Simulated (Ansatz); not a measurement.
Consider ZnTe in the zinc blende structure (space group F-43m, No. 216).

```yaml
crystal:
  lattice:
    - [0.00000, 3.05670, 3.05670]
    - [3.05670, 0.00000, 3.05670]
    - [3.05670, 3.05670, 0.00000]
  atoms:
    - { symbol: Te, position: [0.75000, 0.75000, 0.75000] }
    - { symbol: Zn, position: [0.00000, 0.00000, 0.00000] }
```

Cartesian axes are those of the cell as printed.

Calculations: DFT with r2SCAN, PAW potentials and a 500 eV plane-wave cutoff in Ansatz (a program for electronic structure), no spin-orbit coupling.

One thing is altered: biaxial strain −1.76 %, plane normal [110], relaxed out of plane (Cartesian); in-plane vectors clamped, the third vector and the atoms free.

**Question.** How does this affect the energy relative to the base?

**Answer.** The energy goes up by 5.5 meV/atom.

**Question.** What does the calculation give for the out-of-plane strain after the change?

**Answer.** The out-of-plane strain is +1.29 %.

No phonon test of stability was made.
